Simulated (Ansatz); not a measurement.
## NaI: sound and stiffness along [100], [110] and [111]

The calculation used Ansatz 0.2.0, DFT PBE, scalar-relativistic, plane waves, PAW. Cutoff 420 eV, 6×6×6 k-points (Γ-centred), fixed occupations. No spin polarisation.

The cell, relaxed at this level:
```cif
data_structure
_symmetry_space_group_name_H-M 'P 1'
_symmetry_Int_Tables_number 1
_cell_length_a 4.6161
_cell_length_b 4.6161
_cell_length_c 4.6161
_cell_angle_alpha 60.000
_cell_angle_beta 60.000
_cell_angle_gamma 60.000
_cell_volume 69.55
loop_
_atom_site_label
_atom_site_type_symbol
_atom_site_fract_x
_atom_site_fract_y
_atom_site_fract_z
_atom_site_occupancy
Na1 Na 0.00000 0.00000 0.00000 1
I1 I 0.50000 0.50000 0.50000 1
```

With ions relaxed, on the cubic axes: C11 = 29.6, C12 = 7.9, C44 = 7.0 GPa. The density is 3.579 g/cm³.

Q: Is the crystal stable against strain, and how anisotropic is it?

A: Born's conditions hold: C11 + 2C12 = 45.5, C11 − C12 = 21.7 and C44 = 7.0 GPa are all positive. B = (C11 + 2C12)/3 = 15.2 GPa. The two shear moduli are C44 and C′ = (C11 − C12)/2 = 10.8 GPa, so Zener's ratio is A = C44/C′ = 0.65: the shear C44 is the soft one, as in NaCl, KCl, the halide perovskites and the bcc metals V, Nb, Cr and Mo. The Cauchy pressure C12 − C44 is 0.9 GPa; it would vanish for pair forces between atoms on inversion centres at zero pressure, and a positive value is usual with metallic or many-body binding.

Q: Give the sound speeds along the three symmetry directions.

A: The Christoffel equation gives ρv² for each branch:
```tsv
direction	branch	ρv²	GPa	v (m/s)
[100]	L	C11	29.6	2877
[100]	T (×2)	C44	7.0	1404
[110]	L	(C11 + C12 + 2C44)/2	25.8	2687
[110]	T, u ∥ [001]	C44	7.0	1404
[110]	T, u ∥ [1-10]	(C11 − C12)/2	10.8	1740
[111]	L	(C11 + 2C12 + 4C44)/3	24.6	2620
[111]	T (×2)	(C11 − C12 + C44)/3	9.6	1636
```

Q: How does Young's modulus depend on direction?

A: Inverting gives S11 = 38.076, S12 = -8.049, S44 = 141.844 TPa⁻¹. Along a unit vector (l, m, n), 1/E = S11 − 2(S11 − S12 − S44/2)(l²m² + m²n² + n²l²), where the last bracket is 0, 1/4 and 1/3 for [100], [110] and [111]: E = 26, 20 and 18 GPa. With A < 1 the cube edge is stiffest. For a film on (001), the biaxial modulus is C11 + C12 − 2C12²/C11 = 33 GPa and the normal strain is −2C12/C11 = -0.54 times the in-plane one.

Cost: 2 runs of about 1.1 core-minutes in all, on Intel Xeon Platinum 8259CL (Skylake/Cascade Lake) (shared hosts).